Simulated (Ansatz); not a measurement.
The elements of this relaxed trial crystal are hidden behind letters.

```
lattice vectors (Å)
   0.0000    2.6803    2.6803
   2.6803    0.0000    2.6803
   2.6803    2.6803    0.0000
fractional positions
X 0.5000 0.5000 0.5000
Z 0.0000 0.0000 0.0000
```

All numbers below come from Ansatz 0.2.0, DFT PBE, scalar-relativistic, plane waves, PAW. Plane waves to 420 eV, an 18×18×18 mesh through Γ for the 2-atom cell and 0.10 eV Gaussian smearing; no spin polarisation.

* Space group: Fm-3m (No. 225)
* Conventional cell: a = 5.361 Å
* Volume per atom: 19.26 Å³
* Density: 5.89 g/cm³
* Energy over the elements: +0.15 eV/atom
* Gap on the 18×18×18 mesh of the 2-atom cell: 0 eV (a metal)

Energies are uncorrected and count from the elements' standard states at the same level.

Problem. X is an s-block element of period 2 and Z is a p-block element of period 5. Which elements are they?

Solution. X = Be, Z = Te, so the formula is BeTe, here in the rock salt type. Density times volume gives a mean mass of 5.89 × 19.26/1.6605 = 68.3 u per atom, and this set has 68.3 u. Among the elements that the hints allow, noble gases aside, only these give it. Be has 6 Te at 2.68 Å; around Te lie 6 Be at 2.68 Å.

Spin–orbit coupling, which can matter for Te, is left out. A structure relaxed within its symmetry needn't be a true minimum.
